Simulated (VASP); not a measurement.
# Al2Au (Fm-3m) in VASP: notebook

The runs below take Al2Au through equation of state, with r2SCAN.

Program: VASP 6.6.1. These are calculated values, not measurements. Logs are shortened: lines on timing, memory, paths and dates and some standing lists are left out, and cuts for length are marked.

**1. Starting point**

It takes space group Fm-3m (No. 225, cubic). Conventional cell: a = 6.002 Å, b = 6.002 Å, c = 6.002 Å, α = 90.00°, β = 90.00°, γ = 90.00°. Au (site symmetry m-3m) is surrounded by 8 Al at 2.60 Å. Al (site symmetry -43m) is surrounded by 4 Au at 2.60 Å.

**2. Equation of state, r2SCAN, 17.30 Å³/atom (a relaxed cell with its volume scaled by 0.96)**

File INCAR:

```
PREC = Accurate ; ENCUT = 520
EDIFF = 1E-6 ; ISMEAR = -1
SIGMA = 0.05 ; LREAL = F
LASPH = T ; NELM = 80
ALGO = Normal ; ISIF = 2
LWAVE = F ; LCHARG = F
METAGGA = R2SCAN ; LMIXTAU = T
```

File KPOINTS:

```
regular mesh
0
Gamma
  8 8 8
```

File POSCAR:

```
Al2Au                                   
1.0
   -0.0000000000      2.9603979981      2.9603979981
    2.9603979981      0.0000000000      2.9603979981
    2.9603979981      2.9603979981      0.0000000000
  Au              Al            
     1     2
Direct
     0.0000000000000000    0.0000000000000000    0.0000000000000000
     0.7500000000000000    0.7500000000000000    0.7500000000000000
     0.2500000000000000    0.2500000000000000    0.2500000000000000
```

Potentials or basis: VASP PAW PBE potentials, release 64 (Au, Al).

Command:

```sh
$ cat potpaw_PBE.64/Au/POTCAR potpaw_PBE.64/Al/POTCAR > POTCAR
$ mpirun -np 1 vasp_std > vasp.out
```

OUTCAR:

```text
PREC = Accurate
   ENCUT = 520
   EDIFF = 1E-6
   ISMEAR = -1
   LREAL = F
   LASPH = T
   NELM = 80
   ISIF = 2
   METAGGA = R2SCAN

 ion  position               nearest neighbor table
   1  0.000  0.000  0.000-   2 2.56   2 2.56   2 2.56   2 2.56   3 2.56   3 2.56   3 2.56   3 2.56

   2  0.750  0.750  0.750-   1 2.56   1 2.56   1 2.56   1 2.56   3 2.96   3 2.96   3 2.96   3 2.96
                             3 2.96   3 2.96
   3  0.250  0.250  0.250-   1 2.56   1 2.56   1 2.56   1 2.56   2 2.96   2 2.96   2 2.96   2 2.96
                             2 2.96   2 2.96

  LATTYP: Found a face centered cubic cell.
 ALAT       =     5.9207959962

  Lattice vectors:

 A1 = (   0.0000000000,   2.9603979981,   2.9603979981)
 A2 = (   2.9603979981,   0.0000000000,   2.9603979981)
 A3 = (   2.9603979981,   2.9603979981,   0.0000000000)

Analysis of symmetry for initial positions (statically):
=====================================================================
 Subroutine PRICEL returns:
 Original cell was already a primitive cell.

 Routine SETGRP: Setting up the symmetry group for a
 face centered cubic supercell.

 Subroutine GETGRP returns: Found 48 space group operations
 (whereof 48 operations were pure point group operations)
 out of a pool of 48 trial point group operations.

The static configuration has the point symmetry O_h .

Analysis of symmetry for dynamics (positions and initial velocities):
=====================================================================
 Subroutine PRICEL returns:
 Original cell was already a primitive cell.

 Routine SETGRP: Setting up the symmetry group for a
 face centered cubic supercell.

 Subroutine GETGRP returns: Found 48 space group operations
 (whereof 48 operations were pure point group operations)
 out of a pool of 48 trial point group operations.

The dynamic configuration has the point symmetry O_h .

 Subroutine INISYM returns: Found 48 space group operations
 (whereof 48 operations are pure point group operations),
 and found     1 'primitive' translations

----------------------------------------------------------------------------------------

                                     Primitive cell

  volume of cell :      51.8896

  direct lattice vectors                    reciprocal lattice vectors
     0.000000000  2.960397998  2.960397998    -0.168896209  0.168896209  0.168896209
     2.960397998  0.000000000  2.960397998     0.168896209 -0.168896209  0.168896209
     2.960397998  2.960397998  0.000000000     0.168896209  0.168896209 -0.168896209

  length of vectors
     4.186634999  4.186634999  4.186634999     0.292536816  0.292536816  0.292536816

  position of ions in fractional coordinates (direct lattice)
     0.000000000  0.000000000  0.000000000
     0.750000000  0.750000000  0.750000000
     0.250000000  0.250000000  0.250000000

  ion indices of the primitive-cell ions
   primitive index   ion index
                 1           1
                 2           2
                 3           3

----------------------------------------------------------------------------------------

 KPOINTS: regular mesh

Automatic generation of k-mesh.
 Grid dimensions read from file:
 generate k-points for:    8    8    8

 Generating k-lattice:

  Cartesian coordinates                     Fractional coordinates (reciprocal lattice)
    -0.021112026  0.021112026  0.021112026     0.125000000  0.000000000  0.000000000
     0.021112026 -0.021112026  0.021112026     0.000000000  0.125000000  0.000000000
     0.021112026  0.021112026 -0.021112026     0.000000000  0.000000000  0.125000000

  Length of vectors
     0.036567102  0.036567102  0.036567102

  Shift w.r.t. Gamma in fractional coordinates (k-lattice)
     0.000000000  0.000000000  0.000000000

 Subroutine IBZKPT returns following result:
 ===========================================

 Found     29 irreducible k-points:

 Following reciprocal coordinates:
            Coordinates               Weight
  0.000000  0.000000  0.000000      1.000000
  0.125000  0.000000  0.000000      8.000000
  0.250000  0.000000  0.000000      8.000000
  0.375000  0.000000  0.000000      8.000000
  0.500000  0.000000  0.000000      4.000000
  0.125000  0.125000  0.000000      6.000000
[... 16 lines left out ...]
  0.500000  0.250000  0.125000     48.000000
 -0.375000  0.250000  0.125000     24.000000
 [... further k-points ...]
   k-points           NKPTS =     29   k-points in BZ     NKDIM =     29   number of bands    NBANDS=     12
   number of dos      NEDOS =    301   number of ions     NIONS =      3
   total plane-waves  NPLWV =  32768
   dimension x,y,z NGX =    32 NGY =   32 NGZ =   32
   dimension x,y,z NGXF=    64 NGYF=   64 NGZF=   64
   ions per type =               1   2
   NGX,Y,Z   is equivalent  to a cutoff of  12.71, 12.71, 12.71 a.u.
   NGXF,Y,Z  is equivalent  to a cutoff of  25.41, 25.41, 25.41 a.u.
 SYSTEM =  unknown system
   PREC   = accura    normal or accurate (medium, high low for compatibility)
   ISTART =      0    job   : 0-new  1-cont  2-samecut
   ICHARG =      2    charge: 1-file 2-atom 10-const
   ISPIN  =      1    spin polarized calculation?
   LNONCOLLINEAR =      F non collinear calculations
   LSORBIT =      F    spin-orbit coupling
   LASPH  =      T    aspherical Exc in radial PAW
   ENCUT  =  520.0 eV  38.22 Ry    6.18 a.u.   7.78  7.78  7.78*2*pi/ulx,y,z
   NELM   =     80;   NELMIN=  2; NELMDL= -5     # of ELM steps
   EDIFF  = 0.1E-05   stopping-criterion for ELM
   LREAL  =      F    real-space projection
   EDIFFG = 0.1E-04   stopping-criterion for IOM
   NSW    =      0    number of steps for IOM
   IBRION =     -1    ionic relax: 0-MD 1-quasi-New 2-CG
   NFREE  =      0    steps in history (QN), initial steepest desc. (CG)
   ISIF   =      2    stress and relaxation
   ISYM   =      2    0-nonsym 1-usesym 2-fastsym
   POTIM  = 0.5000    time-step for ionic-motion
   TEBEG  =    0.0;   TEEND  =   0.0 temperature during run
   PSTRESS=    0.0 pullay stress
   NELECT =      17.0000    total number of electrons
   NUPDOWN=      -1.0000    fix difference up-down
   EMIN   =  10.00;   EMAX   =-10.00  energy-range for DOS
   EFERMI =   0.00;   METHOD = LEGACY
   ISMEAR =    -1;   SIGMA  =   0.05  broadening in eV -4-tet -1-fermi 0-gaus
   EFERMI_NEDOS =   21; number of points for ismear=-14 and -15
   IALGO  =     38    algorithm
   IMIX   =      4    mixing-type and parameters
     AMIX     =   0.40;   BMIX     =  1.00
     AMIX_MAG =   1.60;   BMIX_MAG =  1.00
  volume/ion in A,a.u.               =      17.30       116.72
  Fermi-wavevector in a.u.,A,eV,Ry     =   1.128577  2.132701 17.329538  1.273685
  Thomas-Fermi vector in A             =   2.265267
   LORBIT       =      0    0 simple, 1 ext, 2 COOP (PROOUT), +10 PAW based schemes
   METAGGA = R2SCAN    functional components
   LHFCALC =     F    Hartree Fock is set to
   AEXX    =    0.0000 exact exchange contribution
   IVDW    =     0    specifies the selected vdW correction
   LEPSILON=     F    determine dielectric tensor
   LRPA    =     F    only Hartree local field effects (RPA)
 non-spin polarized calculation
  energy-cutoff  :      520.00
  volume of cell :       51.89
 maximum number of plane-waves:      1411
   NGX = 15   NGY = 15   NGZ = 15

 number of electron      17.0000000 magnetization

 Free energy of the ion-electron system (eV)
  ---------------------------------------------------
  ext. energy  EPLUGINS =         0.00000000
  ---------------------------------------------------
  free energy    TOTEN  =       -65.52113021 eV

  energy without entropy =      -65.51570190  energy(sigma->0) =      -65.51841605

 E-fermi :   8.2211     XC(G=0): -11.4587

 val. band max:        8.0685365679   @ k =   0.3750   0.1250   0.0000
 cond. band min:       8.2595713483   @ k =   0.3750   0.1250   0.0000
 fundamental gap:      0.1910347803
 Fermi energy:         8.2211385323

 k-point     1 :       0.0000    0.0000    0.0000
  band No.  band energies     occupation
      1      -3.2198      2.00000
      2       1.0024      2.00000
      3       1.0024      2.00000
      4       1.0024      2.00000
      5       2.0487      2.00000
      6       2.0487      2.00000
      7      11.2417      0.00000
      8      11.2417      0.00000
      9      11.2417      0.00000
     10      11.4011      0.00000
     11      12.5643      0.00000
     12      12.5643      0.00000

 k-point     2 :       0.1250    0.0000    0.0000
  band No.  band energies     occupation
      1      -2.9976      2.00000
      2       0.9410      2.00000
      3       1.0589      2.00000
      4       1.0589      2.00000
      5       2.0387      2.00000
      6       2.0387      2.00000
      7       8.8470      0.00001
      8      10.5660      0.00000
      9      10.5660      0.00000
     10      11.5108      0.00000
     11      13.2696      0.00000
     12      13.2696      0.00000

 k-point     3 :       0.2500    0.0000    0.0000
  band No.  band energies     occupation
      1      -2.3643      2.00000
      2       0.8271      2.00000
      3       1.1772      2.00000
      4       1.1772      2.00000
      5       2.0510      2.00000
      6       2.0510      2.00000
      7       6.0503      2.00000
      8       9.5867      0.00000
      9       9.5867      0.00000
     10      11.7731      0.00000
     11      12.9992      0.00000
     12      12.9992      0.00000
[... 286 lines left out ...]
 k-point    23 :       0.5000    0.2500    0.1250
  band No.  band energies     occupation
      1      -0.9214      2.00000
      2       0.6333      2.00000
      3       1.3152      2.00000
      4       1.5070      2.00000
      5       2.0266      2.00000
      6       2.2177      2.00000
      7       3.9582      2.00000
      8       6.0956      2.00000
      9       7.7190      1.99991
     10      11.6421      0.00000
     11      12.6952      0.00000
     12      13.7590      0.00000

 k-point    24 :      -0.3750    0.2500    0.1250
  band No.  band energies     occupation
      1      -0.4339      2.00000
      2       0.7941      2.00000
      3       1.3848      2.00000
      4       1.5359      2.00000
      5       1.9843      2.00000
      6       2.2747      2.00000
      7       2.9041      2.00000
      8       5.9961      2.00000
      9       7.2833      2.00000
     10      11.5672      0.00000
     11      12.5941      0.00000
     12      14.6729      0.00000

 [... further k-points ...]

------------------------ aborting loop because EDIFF is reached ----------------------------------------

  FORCE on cell =-STRESS in cart. coord.  units (eV):
  Direction    XX          YY          ZZ          XY          YZ          ZX
  --------------------------------------------------------------------------------------
  -------------------------------------------------------------------------------------
  Total        1.7476178      1.7476178      1.7476178      0.0000000      0.0000000      0.0000000
  in kB       53.9605970     53.9605970     53.9605970      0.0000000      0.0000000      0.0000000
  external PRESSURE =      53.9605970 kB  Pullay stress =       0.0000000 kB

 VOLUME and BASIS-vectors are now :
 -----------------------------------------------------------------------------
  energy-cutoff  :      520.00
  volume of cell :       51.89
      direct lattice vectors                 reciprocal lattice vectors
     0.000000000  2.960397998  2.960397998    -0.168896209  0.168896209  0.168896209
     2.960397998  0.000000000  2.960397998     0.168896209 -0.168896209  0.168896209
     2.960397998  2.960397998  0.000000000     0.168896209  0.168896209 -0.168896209

 POSITION                                       TOTAL-FORCE (eV/Angst)
 -----------------------------------------------------------------------------------
      0.00000      0.00000      0.00000        -0.000000     -0.000000     -0.000000
      4.44060      4.44060      4.44060        -0.000000      0.000000      0.000000
      1.48020      1.48020      1.48020         0.000000     -0.000000     -0.000000
 -----------------------------------------------------------------------------------
    total drift:                                0.000000     -0.000000      0.000000

  FREE ENERGIE OF THE ION-ELECTRON SYSTEM (eV)
  ---------------------------------------------------
  free  energy   TOTEN  =       -65.5211302058 eV

  energy  without entropy=      -65.5157019008  energy(sigma->0) =      -65.51841605
```

It took 50 s on 1 thread of AMD EPYC 9R14 (Zen 4), shared host; peak memory 0.16 GiB.

What came out:

```yaml
Free_energy: -65.5211 eV
Pressure: 5.4 GPa
Band_gap_on_the_k_mesh: none (metal or under the smearing width)
```

Caveat: the PAW data sets were made with another functional, which shifts forces and pressure a little.

**3. Equation of state, r2SCAN, 17.66 Å³/atom (a relaxed cell with its volume scaled by 0.98)**

INCAR is that of step 2.

KPOINTS is that of step 2.

File POSCAR:

```
Al2Au                                   
1.0
   -0.0000000000      2.9808151812      2.9808151812
    2.9808151812      0.0000000000      2.9808151812
    2.9808151812      2.9808151812      0.0000000000
  Au              Al            
     1     2
Direct
     0.0000000000000000    0.0000000000000000    0.0000000000000000
     0.7500000000000000    0.7500000000000000    0.7500000000000000
     0.2500000000000000    0.2500000000000000    0.2500000000000000
```

Potentials or basis: VASP PAW PBE potentials, release 64 (Au, Al).

Command:

```sh
$ cat potpaw_PBE.64/Au/POTCAR potpaw_PBE.64/Al/POTCAR > POTCAR
$ mpirun -np 1 vasp_std > vasp.out
```

It took 50 s on 1 thread of AMD EPYC 9R14 (Zen 4), shared host; peak memory 0.16 GiB.

The run converged. Its results:

* Free energy: -65.5477 eV
* Pressure: 2.6 GPa
* Band gap on the k mesh: none (metal or under the smearing width)

Caveat: the PAW data sets were made with another functional, which shifts forces and pressure a little.

**4. Equation of state, r2SCAN, 18.02 Å³/atom**

INCAR is that of step 3.

KPOINTS is that of step 3.

File POSCAR:

```
Al2Au                                   
1.0
   -0.0000000000      3.0009564352      3.0009564352
    3.0009564352      0.0000000000      3.0009564352
    3.0009564352      3.0009564352      0.0000000000
  Au              Al            
     1     2
Direct
     0.0000000000000000    0.0000000000000000    0.0000000000000000
     0.7500000000000000    0.7500000000000000    0.7500000000000000
     0.2500000000000000    0.2500000000000000    0.2500000000000000
```

Command:

```sh
$ cat potpaw_PBE.64/Au/POTCAR potpaw_PBE.64/Al/POTCAR > POTCAR
$ mpirun -np 1 vasp_std > vasp.out
```

Wall time 50 s (1 thread of AMD EPYC 9R14 (Zen 4), shared host); peak memory 0.16 GiB.

It converged, with:

```
Free energy            : -65.5562 eV
Pressure               : 0.0 GPa
Band gap on the k mesh : none (metal or under the smearing width)
```

Caveat: the PAW data sets were made with another functional, which shifts forces and pressure a little.

**5. Equation of state, r2SCAN, 18.38 Å³/atom (a relaxed cell with its volume scaled by 1.02)**

INCAR is that of step 4.

KPOINTS is that of step 4.

File POSCAR:

```
Al2Au                                   
1.0
   -0.0000000000      3.0208308981      3.0208308981
    3.0208308981      0.0000000000      3.0208308981
    3.0208308981      3.0208308981      0.0000000000
  Au              Al            
     1     2
Direct
     0.0000000000000000    0.0000000000000000    0.0000000000000000
     0.7500000000000000    0.7500000000000000    0.7500000000000000
     0.2500000000000000    0.2500000000000000    0.2500000000000000
```

Command:

```sh
$ cat potpaw_PBE.64/Au/POTCAR potpaw_PBE.64/Al/POTCAR > POTCAR
$ mpirun -np 1 vasp_std > vasp.out
```

Wall time 55 s (1 thread of AMD EPYC 9R14 (Zen 4), shared host); peak memory 0.16 GiB.

It converged, with:

* Free energy: -65.5486 eV
* Pressure: -2.2 GPa
* Band gap on the k mesh: none (metal or under the smearing width)

Caveat: the PAW data sets were made with another functional, which shifts forces and pressure a little.

**6. Equation of state, r2SCAN, 18.74 Å³/atom (a relaxed cell with its volume scaled by 1.04)**

INCAR is that of step 5.

KPOINTS is that of step 5.

File POSCAR:

```
Al2Au                                   
1.0
   -0.0000000000      3.0404472328      3.0404472328
    3.0404472328      0.0000000000      3.0404472328
    3.0404472328      3.0404472328      0.0000000000
  Au              Al            
     1     2
Direct
     0.0000000000000000    0.0000000000000000    0.0000000000000000
     0.7500000000000000    0.7500000000000000    0.7500000000000000
     0.2500000000000000    0.2500000000000000    0.2500000000000000
```

Potentials or basis: VASP PAW PBE potentials, release 64 (Au, Al).

Command:

```sh
$ cat potpaw_PBE.64/Au/POTCAR potpaw_PBE.64/Al/POTCAR > POTCAR
$ mpirun -np 1 vasp_std > vasp.out
```

Run time: 62 s. Hardware: 1 thread of AMD EPYC 9R14 (Zen 4), shared host; peak memory 0.16 GiB.

It converged, with:

| Item | Value |
| --- | --- |
| Free energy | -65.5266 eV |
| Pressure | -4.2 GPa |
| Band gap on the k mesh | none (metal or under the smearing width) |

Caveat: the PAW data sets were made with another functional, which shifts forces and pressure a little.

**7. Equation of state, r2SCAN**

Potentials or basis: VASP PAW PBE potentials, release 64 (Au, Al).

No new run: the results of the series are fitted here.

What came out:

- Equilibrium volume: 18.02 Å³/atom
- Bulk modulus: 119 GPa
- Pressure derivative of the bulk modulus: 4.9 (rough: it moves with the points fitted)

Energy against volume, from the lowest point:
```
volume (Å³/atom)  energy (meV/atom)
          17.297              11.69
          17.657               2.83
          18.017               0.00
          18.378               2.54
          18.738               9.86
```

Caveat: the PAW data sets were made with another functional, which shifts forces and pressure a little. Spin-orbit coupling is left out, which matters for the levels of Au.

**8. The reference run**

An earlier run on the cell as given: functional PBEsol; potentials or basis VASP PAW PBE potentials, release 64 (Au, Al); cutoff 520 eV; k mesh 8 × 8 × 8; occupations fermi-dirac, width 0.05 eV; no spin polarisation.

* Pressure: -0.1 GPa
* Band gap on the k mesh: none (metal or under the smearing width)
